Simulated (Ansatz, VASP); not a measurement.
## Two plane-wave programs on BN

```xyz
2
Lattice="0.0000 1.8130 1.8130 1.8130 0.0000 1.8130 1.8130 1.8130 0.0000" Properties=species:S:1:pos:R:3 pbc="T T T"
N     0.9065    0.9065    0.9065
B     0.0000    0.0000    0.0000
```

The cell is a database's computed one.

Alike in both runs: task relaxation of cell and atoms; functional PBE; k mesh 13 × 13 × 13; occupations fermi-dirac, width 0.05 eV; no spin polarisation.

|  | VASP | Ansatz |
| --- | --- | --- |
| version | VASP 6.6.1 | Ansatz 0.2.0 |
| potentials or method | VASP PAW PBE potentials, release 54 (N, B) | Ansatz PAW |
| plane-wave cutoff (eV) | 580 | 420 |
| valence electrons in the cell | 8 | 8 |

|  | VASP | Ansatz | Ansatz less VASP |
| --- | --- | --- | --- |
| gap on the k mesh at the Fermi level, each at its own relaxed structure (eV) | 4.52 | 4.54 | +0.012 |
| relaxed volume (Å³/atom) | 5.95 | 5.95 | 0.000 |
| relaxed cell length with the largest relative difference (Å) | 2.563 | 2.563 | 0.0000 |

Caveats: an odd mesh through Γ misses points on the zone boundary, where band edges often lie (VASP); odd divisions of the mesh miss points on the zone boundary, where band edges often lie, so the gap on the mesh can be too wide (Ansatz); the plane-wave basis is chosen anew once the cell has moved, so the energies of steps on either side of that aren't comparable (Ansatz); the pressure holds a Pulay correction of +1.1 GPa for the finite cutoff (Ansatz). PBE gaps usually lie below the measured ones, often by a third to a half.
